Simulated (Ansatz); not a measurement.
Born–Oppenheimer molecular dynamics of a periodic cell of 16 atoms, Li (start crystal Li, start structure bcc, volume 1 times the crystal's). It goes on from the last frame of an earlier run, with new velocities.

Computed with Ansatz, DFT PBE, scalar-relativistic, plane waves, PAW. Settings: accuracy low, cutoff 420 eV, k mesh 2x2x2, fermi-dirac smearing 0.1 eV, no spin polarisation.

```json
{"ensemble": "NPT, Langevin", "time step": "1.5 fs", "steps asked": "300", "set temperature": "630 K", "friction": "0.02 /fs", "pressure": "1 GPa", "seed": "439051"}
```

First frame:

```xyz
16
Lattice="6.9800 0.0000 0.0000 0.0000 6.9800 0.0000 0.0000 0.0000 6.9800" Properties=species:S:1:pos:R:3
Li 0.183 0.093 -0.151
Li 4.697 0.709 -0.871
Li 0.411 3.595 0.383
Li -0.170 0.250 3.653
Li 1.870 1.623 2.152
Li 3.916 3.201 0.228
Li 3.765 -0.271 3.642
Li 5.187 1.812 2.508
Li -0.034 4.779 2.664
Li 1.840 5.559 1.373
Li 2.044 1.399 5.091
Li 2.719 3.765 3.373
Li 4.930 5.479 1.673
Li 5.864 2.849 4.718
Li 1.125 4.898 5.149
Li 4.623 5.138 5.661
```

What does the run give?

The run went to its last step.

| Item | Value |
| --- | --- |
| steps done | 300 |
| time covered | 450 fs |
| mean temperature over the second half | 662 K |
| spread of the potential energy over the second half | 10.4 meV per atom |
| mean potential energy of the second half above the start | -66.0 meV per atom |
| mean pressure over the second half | 0.6 GPa |

The conserved energy stayed within 0.082 meV per atom of its start (net change 0.059 meV per atom), so the integration is sound. A run of 0.45 ps of so small a system gives no equilibrium averages. Limits of this set-up: coarse k mesh, low accuracy level. The cell's volume went from 340 to 347 Å³.

What happens to the structure?

Mean squared displacements from the first frame to the last, about the centre of mass, the cell's change included: Li 1.67 Å². The details hang on the random start.

How do temperature and energy run in time?


```
time (fs)  T (K)  potential energy less start (eV)  conserved less start (meV/atom)  P (GPa)  volume (Å³)
      0.0    591                             0.000                             0.00      0.7        340.1
     22.5    728                             0.153                             0.03      0.9        336.4
     45.0   1005                            -0.071                            -0.05      1.5        331.8
     67.5    997                            -0.266                            -0.06      1.4        334.7
     90.0    961                            -0.510                            -0.05      1.1        335.4
    112.5    729                            -0.528                             0.03      0.8        338.2
    135.0    550                            -0.469                             0.02      0.8        335.7
    157.5    772                            -0.633                             0.01      0.8        339.3
    180.0    641                            -0.679                             0.03      0.9        338.5
    202.5    728                            -0.761                             0.03      1.3        327.3
    225.0    762                            -1.049                             0.02      1.4        318.8
    247.5    914                            -0.999                             0.01      1.3        326.8
    270.0    661                            -1.049                             0.03      0.8        332.1
    292.5    794                            -0.803                             0.07      1.0        334.1
    315.0    840                            -0.872                             0.05      0.8        336.2
    337.5    524                            -0.950                             0.06      0.5        336.9
    360.0    616                            -1.169                             0.07      0.7        332.8
    382.5    561                            -1.430                             0.06      0.3        335.1
    405.0    479                            -1.183                             0.08      0.0        343.9
    427.5    395                            -1.091                             0.07     -0.2        351.3
    450.0    539                            -0.911                             0.06      0.1        347.0
```

Time of the run: 21 min on 1 thread of Arm Neoverse V1 (shared host), peak memory 0.53 GiB.
